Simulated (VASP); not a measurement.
**VASP 6.6.1 run: LiH**

INCAR

```
ALGO = Normal
EDIFF = 1E-7
SIGMA = 0.01
LWAVE = .FALSE.
NBANDS = 9
METAGGA = R2SCAN
ISIF = 2
ENCUT = 520
LCHARG = .FALSE.
PREC = Accurate
LREAL = .FALSE.
LMAXMIX = 6
IBRION = -1
LASPH = .TRUE.
NSW = 0
NELM = 120
ISMEAR = 0
```

KPOINTS

```
KPOINTS created by Atomic Simulation Environment
0
Gamma
5 5 5
0 0 0
```

POSCAR

```
Li H
 1.0000000000000000
     0.0000000000000000    2.0029948411000000    2.0029948411000000
     1.9729499184999999    0.0000000000000000    2.0029948411000000
     1.9729499184999999    2.0029948411000000    0.0000000000000000
 Li  H
   1   1
Cartesian
  0.0000000000000000  0.0000000000000000  0.0000000000000000
  1.9729499184999999  2.0029948411000000  2.0029948411000000
```

The recommended PBE PAW datasets give the neutral cell 4 valence electrons.

Command

```
mpirun -np 1 vasp_std
```

**Question.** Predict the outcome of this run.

**Answer.** It converged. Results: gap between bands v and c on the k mesh 4.53 eV; least direct gap on the k mesh 4.61 eV; pressure 0.1 GPa. Band v is the last that the valence electrons fill when counted band by band, and c is the next.

OSZICAR

```
N       E                     dE             d eps       ncg     rms          rms(c)
DAV:   1    -0.332811266319E+01   -0.33281E+01   -0.12877E+03   332   0.409E+02
DAV:   2    -0.735840912357E+01   -0.40303E+01   -0.40053E+01   456   0.525E+01
DAV:   3    -0.741286871580E+01   -0.54460E-01   -0.54408E-01   385   0.504E+00
DAV:   4    -0.741313200608E+01   -0.26329E-03   -0.26328E-03   516   0.334E-01
DAV:   5    -0.741313226511E+01   -0.25903E-06   -0.25903E-06   400   0.834E-03    0.275E+00
DAV:   6    -0.687988253200E+01    0.53325E+00   -0.16396E-01   420   0.266E+00    0.162E+00
DAV:   7    -0.681635507230E+01    0.63527E-01   -0.19478E-01   328   0.203E+00    0.284E-01
DAV:   8    -0.681681546576E+01   -0.46039E-03   -0.63402E-03   386   0.534E-01    0.119E-01
DAV:   9    -0.681730790008E+01   -0.49243E-03   -0.11063E-03   376   0.230E-01    0.228E-02
DAV:  10    -0.681729272880E+01    0.15171E-04   -0.55413E-05   382   0.549E-02    0.352E-03
DAV:  11    -0.681729128292E+01    0.14459E-05   -0.20308E-06   430   0.139E-02    0.787E-04
DAV:  12    -0.681729057927E+01    0.70365E-06   -0.96253E-08   445   0.223E-03    0.352E-04
DAV:  13    -0.681729050797E+01    0.71294E-07   -0.34083E-09   234   0.495E-04
   1 F= -.68172905E+01 E0= -.68172905E+01  d E =-.607689-152
```

These settings aren't sound, so the numbers aren't properties of the crystal.

On sound settings r²SCAN gives a gap of 3.43 eV on its mesh and a pressure of 0.1 GPa for the intended cell.
